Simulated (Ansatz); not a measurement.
Geometry optimisation in Ansatz: input, command and trajectory.

```yaml
crystal:
  lattice:
    - [3.657627659, 0.0, 0.0]
    - [0.0, 3.657627659, 0.0]
    - [0.0, 0.0, 3.657627659]
  atoms:
    - { symbol: Ba, position: [0.5, 0.5, 0.5] }
    - { symbol: Ti, position: [0.0, 0.0, 0.0] }
    - { symbol: O, position: [0.5, 0.0, 0.0] }
    - { symbol: O, position: [0.0, 0.5, 0.0] }
    - { symbol: O, position: [0.0, 0.0, 0.5] }
basis:
  ecutwfc: 500
kpoints:
  mp_grid: { grid: [8, 8, 8] }
hamiltonian:
  xc: r2scan
scf:
  occupations: { method: gaussian, width: 0.02 }
output:
  forces: true
  stress: true
  eigenvalues: true
relax:
  adjacent_minimum: "off"
  f_tol: 0.008
  max_steps: 50
  cell: { stress_tol: 0.08, p_target: 90.0 }
```

```bash
ansatz run input.yaml --threads 1 --pin off --max-ram 2560MiB --backend cpu --events-out ev --progress --plain --runs-dir out
```

All numbers below come from DFT r2SCAN, scalar-relativistic, plane waves, PAW (Ansatz 0.2.0).

Of 4 frames 3 are shown, positions in Å and forces in eV/Å; the SCF threshold varies from step to step. Steps run on the plane waves of an earlier cell, with a Pulay correction in the pressure. The basis is chosen afresh for the last frame, the zero of the energies, and at times for earlier ones too; energy and pressure step there, also at an unchanged geometry. The relaxation lowers the enthalpy F + PV at the target pressure, so the free energy itself can rise.

```xyz
5
Lattice="3.6576 0.0000 0.0000 0.0000 3.6576 0.0000 0.0000 0.0000 3.6576" Properties=species:S:1:pos:R:3:forces:R:3 pbc="T T T" step=1 free_energy_over_end_meV_per_atom=-47.28 pressure_GPa=85.41
Ba    1.8288    1.8288    1.8288    0.0000    0.0000    0.0000
Ti    0.0000    0.0000    0.0000    0.0000    0.0000    0.0000
O     1.8288    0.0000    0.0000    0.0000    0.0000    0.0000
O     0.0000    1.8288    0.0000    0.0000    0.0000    0.0000
O     0.0000    0.0000    1.8288    0.0000    0.0000    0.0000
5
Lattice="3.6421 0.0000 0.0000 0.0000 3.6421 0.0000 0.0000 0.0000 3.6421" Properties=species:S:1:pos:R:3:forces:R:3 pbc="T T T" step=2 free_energy_over_end_meV_per_atom=21.32 pressure_GPa=92.03
Ba    1.8210    1.8210    1.8210    0.0000    0.0000    0.0000
Ti    0.0000    0.0000    0.0000    0.0000    0.0000    0.0000
O     1.8210    0.0000    0.0000    0.0000    0.0000    0.0000
O     0.0000    1.8210    0.0000    0.0000    0.0000    0.0000
O     0.0000    0.0000    1.8210    0.0000    0.0000    0.0000
5
Lattice="3.6468 0.0000 0.0000 0.0000 3.6468 0.0000 0.0000 0.0000 3.6468" Properties=species:S:1:pos:R:3:forces:R:3 pbc="T T T" step=4 free_energy_over_end_meV_per_atom=0.00 pressure_GPa=89.99
Ba    1.8234    1.8234    1.8234    0.0000    0.0000    0.0000
Ti    0.0000    0.0000    0.0000    0.0000    0.0000    0.0000
O     1.8234    0.0000    0.0000    0.0000    0.0000    0.0000
O     0.0000    1.8234    0.0000    0.0000    0.0000    0.0000
O     0.0000    0.0000    1.8234    0.0000    0.0000    0.0000
```

Time: 21 s on 1 thread of AMD EPYC 7R32 (Zen 2) (shared host), peak memory 0.53 GiB.